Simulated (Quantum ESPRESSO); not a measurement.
Sn:

```
Sn
1.0
     0.00000    3.23334    3.23334
     3.23334    0.00000    3.23334
     3.23334    3.23334    0.00000
Sn
2
Direct
  0.75000 0.75000 0.75000
  0.50000 0.50000 0.50000
```

This isn't the form of Sn at room conditions, which is tetragonal (white tin).

Program: Quantum ESPRESSO 7.5. Alike in all runs: cell as given; cutoff (eV) 980; smearing fermi-dirac 0.05 eV.

Q: Order these runs on this cell by their pressure, lowest first.
A. level PBEsol; potentials or basis PseudoDojo 0.4.1 SR PBEsol standard; spin off; k mesh 5 × 5 × 5; k mesh for the Wannier functions 4 × 4 × 4; mesh quality coarse
B. level PBE; potentials or basis Ansatz NC SR PBE; spin off; k mesh 2 × 2 × 2; mesh quality coarse
C. level LDA; potentials or basis PseudoDojo 0.4.1 SR LDA standard; spin off; k mesh 6 × 6 × 6; k mesh for the Wannier functions 4 × 4 × 4; form of the LDA correlation PW92; mesh quality not flagged
D. level PBE; potentials or basis PseudoDojo 0.4 FR PBE standard; spin SOC, no magnetisation; k mesh 7 × 7 × 7; mesh quality not flagged

A: C (0.2 GPa), A (1.9 GPa), D (3.9 GPa), B (12.8 GPa).

Caveats: some runs use coarse meshes.

Not every run made on this cell is shown here.
